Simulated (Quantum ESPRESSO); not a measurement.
# AlN: wurtzite against zinc blende under pressure

Which form of AlN has the lower enthalpy, and does pressure change the order? Both are relaxed at the same set pressures.

Calculated with Quantum ESPRESSO 7.5, PBEsol, GBRV 1.5 ultrasoft potentials, cutoff 680 eV, Fermi–Dirac smearing 0.02 eV, k-mesh 10×10×6, no spin polarisation, no spin-orbit coupling.

The zinc blende cell takes smearing 0.02 eV and a 11×11×11 mesh.

Near zero pressure the wurtzite cell (P6_3mc, 4 atoms) is a = 3.1145 Å, b = 3.1145 Å, c = 4.9881 Å, α = 90.00°, β = 90.00°, γ = 120.00°; the zinc blende cell (F-43m, 2 atoms) is a = 3.0967 Å, b = 3.0967 Å, c = 3.0967 Å, α = 60.00°, β = 60.00°, γ = 60.00°.

```csv
P (GPa),"V, wurtzite (Å³)","V, zinc blende (Å³)",ΔE (meV),ΔH = ΔE + PΔV (meV)
−4,21.389,21.437,43.4,42.2
0,20.951,20.997,43.4,43.4
5,20.460,20.506,43.4,44.8
15,19.618,19.666,43.2,47.7
20,19.253,19.302,43.1,49.2
30,18.605,18.656,42.7,52.2
```

Values are for a formula unit, differences are zinc blende less wurtzite, and 1 GPa Å³ = 6.2415 meV. **Question.** Give ΔH at 10 GPa, a row left out above, and the pressure at which the two forms cross, if they do.

Least squares with ΔH = h0 + h1 P + h2 P² gives h0 = 43.4 meV, h1 = 0.29 meV/GPa and h2 = 0.000 meV/GPa². Since dH/dP = V, the slope should equal ΔV: 0.047 Å³ × 6.2415 = 0.29 meV/GPa at 0 GPa. At 10 GPa the fit gives 46.3 meV. The run itself gives 46.3 meV, so the estimate misses by 0.0 meV, a rounding's worth.

ΔH keeps its sign from -4 to 30 GPa, so the wurtzite form stays lower over the range; the zinc blende form is less dense and loses further with pressure. This compares two forms alone, at zero temperature, without vibrations or barriers; other forms may lie lower.

[Logs are printed without paths, hosts, clocks, repeated set-up lines and the standing remarks that a program may print on its own settings, such as how far it seeks lower states.]
